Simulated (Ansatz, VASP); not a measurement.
MnSi: VASP beside Ansatz

```
Mn Si
1.0
     4.51819    0.00000    0.00000
     0.00000    4.51819    0.00000
     0.00000    0.00000    4.51819
Mn Si
4 4
Direct
  0.13637 0.13637 0.13637
  0.36363 0.86363 0.63637
  0.63637 0.36363 0.86363
  0.86363 0.63637 0.36363
  0.84516 0.84516 0.84516
  0.65484 0.15484 0.34516
  0.34516 0.65484 0.15484
  0.15484 0.34516 0.65484
```

Alike in both runs: functional PBE; k mesh 8 × 8 × 8; occupations gaussian, width 0.05 eV; collinear spin.

Ansatz relaxed the structure, and its values are those at the end. VASP's run is a single point on that final structure, the one shown.

|  | VASP | Ansatz |
| --- | --- | --- |
| version | VASP 6.6.1 | Ansatz 0.2.0 |
| potentials or method | VASP PAW PBE potentials, release 64 (Mn_pv, Si) | scalar-relativistic, plane waves, PAW |
| plane-wave cutoff (eV) | 520 | 420 |
| valence electrons in the cell | 68 | 76 |

VASP gave:

| Item | Value |
| --- | --- |
| gap on the k mesh at the Fermi level (eV) | none |
| pressure (GPa) | 0.0 |
| rms of the force components (eV/Å) | 0.006 |
| net moment per atom (μB) | 0.50 |
| size of the moment on the site where the two differ most (μB) | 1.05 |

**Question.** Estimate Ansatz's values.

**Answer.** gap on the k mesh at the Fermi level (eV): none; pressure (GPa): 0.0; rms of the force components (eV/Å): 0.001; net moment per atom (μB): 0.50; size of the moment on the site where the two differ most (μB): 1.00.

Site moments also hang on the region over which each program counts them. A gap of «none» marks a metal or a gap that the smearing closes. The functional is the same, so the differences come from potentials, cutoffs and numerics. The two sets of potentials don't hold the same shells in valence.
